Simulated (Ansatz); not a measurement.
GaP (zincblende), relaxed with r2SCAN in Ansatz. It is cubic, F-43m (No. 216); a = 5.451 Å in the conventional setting, 20.24 Å³ an atom. Around Ga lie 4 P at 2.36 Å; around P lie 4 Ga at 2.36 Å.

The axes x, y and z are those of this cell:
```xyz
2
Lattice="0.0000 2.7254 2.7254 2.7254 0.0000 2.7254 2.7254 2.7254 0.0000" Properties=species:S:1:pos:R:3 pbc="T T T"
Ga    0.0000    0.0000    0.0000
P     1.3627    1.3627    1.3627
```

Unstrained: PBE gives an indirect gap of 1.592 eV, from Γ to Γ–X (0.85 of the way from Γ); the least direct gap is 1.827 eV at Γ. r2SCAN gives an indirect gap of 1.844 eV, from Γ to Γ–X (0.85 of the way from Γ); the least direct gap is 2.364 eV at Γ. With HSE06 the valence top lies at Γ and the conduction bottom at Γ–X (0.85 of the way from Γ), 2.260 eV higher; the smallest vertical gap, at Γ, is 2.799 eV. Meshes: PBE 8×8×8, r2SCAN 8×8×8, HSE06 6×6×6. Strains are changes of length per length. After each strain the atoms were relaxed again with r2SCAN within the symmetry that the strain leaves, so tilts or polar shifts that break it weren't tested; points keep the names that they have in the unstrained zone. Spin-unpolarised throughout; all numbers are computed.

Task: Apply epitaxial +5.38 % in the xy plane, free normal strain -4.74 %. How far does the gap move, against the unstrained cell?

Result: PBE: the gap goes from 1.592 to 0.796 eV (-0.796 eV); the edges go from Γ → Γ–X (0.85) to Γ → Γ–X (0.82); with r2SCAN the top three valence levels at Γ, degenerate before, become 1+2 from the top over 488 meV. r2SCAN: the gap goes from 1.844 to 0.997 eV (-0.847 eV); the edges go from Γ → Γ–X (0.85) to Γ → Γ–X (0.82). HSE06: the gap goes from 2.260 to 1.430 eV (-0.830 eV); the edges go from Γ → Γ–X (0.85) to Γ → Γ–X (0.82). The r2SCAN energy rises by 49.1 meV an atom.

Task: Apply uniaxial -0.87 % along x, other directions held. How far does the gap move, against the unstrained cell?

Result: PBE: the gap goes from 1.592 to 1.493 eV (-0.099 eV); with r2SCAN the top three valence levels at Γ, degenerate before, become 1+2 from the top over 52 meV. r2SCAN: the gap goes from 1.844 to 1.741 eV (-0.103 eV). HSE06: the gap goes from 2.260 to 2.159 eV (-0.101 eV). The r2SCAN energy rises by 0.7 meV an atom.

Task: Estimate what uniaxial -0.65 % along z, other directions held does to the gap.

Result: PBE: the gap goes from 1.592 to 1.518 eV (-0.074 eV); with r2SCAN the top three valence levels at Γ, degenerate before, become 1+2 from the top over 39 meV. r2SCAN: the gap goes from 1.844 to 1.767 eV (-0.077 eV). HSE06: the gap goes from 2.260 to 2.185 eV (-0.075 eV). The r2SCAN energy rises by 0.4 meV an atom.

Where an edge lies off the special points, it is a point of the mesh or the k point where a search put PBE's edge or least direct gap, reused for the other functionals, whose own edges may lie a little apart.

The meshes of the hybrids are coarse, so their gaps aren't converged to the digits shown.

The splittings at Γ are without spin-orbit coupling, which regroups them where it is of like size or larger.
